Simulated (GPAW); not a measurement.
The system is GaP.

```
CELL_PARAMETERS angstrom
0.00000 2.72525 2.72525
2.72525 0.00000 2.72525
2.72525 2.72525 0.00000
ATOMIC_POSITIONS crystal
Ga 0.00000 0.00000 0.00000
P 0.75000 0.75000 0.75000
```

Base run:

| Quantity | Value |
| --- | --- |
| Program | GPAW 26.7.0 |
| Functional | optPBE-vdW |
| Potentials or basis | GPAW PAW data sets (gpaw-data 1.2.1) |
| Cutoff | 600 eV |
| Basis | pw |
| k mesh | 8 × 8 × 8 |
| Occupations | fermi-dirac, width 0.05 eV |
| Spin | spin-orbit coupling, no magnetisation |

Its results: band gap on the k mesh 1.70 eV, indirect (least direct gap 1.90 eV).

Problem. The run is repeated on the same cell with these changes: functional from optPBE-vdW to PBE; k mesh from 8 × 8 × 8 to 6 × 6 × 6. What comes out?

Solution. Band gap on the k mesh 1.63 eV, indirect (least direct gap 1.86 eV).

Several settings changed at once, so the effect can't be laid on one alone.

Caveats: spin-orbit coupling was added after a scalar SCF, so levels and gaps hold it while energy, forces, pressure and moments don't; this program's spin-orbit splittings come out too wide for heavy elements.

A k mesh can miss the band edges.

Not every run made on this cell is shown here.
